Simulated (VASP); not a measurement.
Set up this calculation in VASP 6.6.1, as the native input.

| Item | Value |
| --- | --- |
| Task | single point |
| Functional | PBE |
| Potentials or basis | VASP PAW PBE potentials, release 64 (O, H, F) |
| Cutoff | 520 eV |
| k mesh | 1 × 1 × 1 |
| Occupations | fermi-dirac, width 0.05 eV |
| Spin | no spin polarisation |
| Dipole correction | no |
| Further INCAR settings | LREAL = Auto; ALGO = Fast; EDIFF = 1e-06; NBANDS = 55 |

The structure of H17O8F lies in POSCAR:

```
H17O8F
1.0
    6.7047270000      0.0000000000      0.0000000000
    0.0000000000      6.7047270000      0.0000000000
    0.0000000000      0.0000000000      6.7047270000
O H F
8 17 1
Direct
    0.3368071511      0.0949777672      0.8088770803
    0.5132647459      0.9303137920      0.2887365884
    0.6647250514      0.3818798290     -0.0162273572
    0.1048215684      1.0805809096      0.2921222594
    0.8362010862      0.9731492423      1.0194151082
    0.0736793608      0.7698300020      0.5186788366
    0.3183574812      0.5012582914      0.7815232447
    0.0768114794      0.5866308949      0.1431825636
    0.4117393594     -0.0213580657      0.7685324100
    0.4153785829      0.1413182073      0.9283599466
    0.5821564398      0.9032135089      0.4176008956
    0.6385793187      0.9738502403      0.2043931095
    0.6357156675      0.4700564244      0.0971404205
    0.6046182044      0.4404355315     -0.1322648931
    0.0269809643      1.0188781736      0.1942808410
    0.2402782395      1.0162084153      0.2749850963
    0.8478495843      0.8261932216      0.9827544060
    0.7943649309      1.0500203811      0.9117298885
    0.0788995585      0.9201716938      0.4825252393
    0.0623142449      0.7056364860      0.3832967397
    0.2740902053      0.5827232041      0.6714516490
    0.2627250893      0.3712306258      0.7448625425
    0.2098817745      0.5949832111      0.0887135300
    0.0080838489      0.4589896054      0.1256725292
    0.8749796972      0.7499485065      0.6033802719
    0.7439676515      0.7993614058      0.6715113084
```

The cell was built by a generator and needn't be a form met in nature.

One way to write it, as run:

INCAR

```
SYSTEM = H17O8F
PREC     = Accurate       ! precision mode
ENCUT    = 520            ! plane-wave cutoff, eV
EDIFF    = 1E-6           ! SCF threshold, eV
ISMEAR   = -1             ! smearing method
SIGMA    = 0.05           ! smearing width, eV
LREAL    = Auto         
LASPH    = .TRUE.         ! aspherical terms in the spheres
NELM     = 100            ! most SCF steps
ALGO     = Fast           ! electronic algorithm
ISIF     = 2              ! what is computed and relaxed
LWAVE    = .FALSE.        ! write WAVECAR
LCHARG   = .FALSE.        ! write CHGCAR
GGA      = PE             ! functional
NBANDS   = 55             ! bands
```

KPOINTS

```
regular mesh
0
G
  1 1 1
  0 0 0
```

Potentials or basis: VASP PAW PBE potentials, release 64 (O, H, F).

Launch:

```sh
$ cat potpaw_PBE.64/O/POTCAR potpaw_PBE.64/H/POTCAR potpaw_PBE.64/F/POTCAR > POTCAR
$ mpirun -np 1 vasp_gam > vasp.out
```

Results of the run:

- Pressure: -0.4 GPa
- Largest force: 3.942 eV/Å
- Band gap on the k mesh: 4.50 eV, direct

Run time: 28 s on 1 thread of Intel(R) Xeon(R) Platinum 8375C CPU @ 2.90GHz (Ice Lake), with other jobs on the host, peak memory 0.33 GiB.
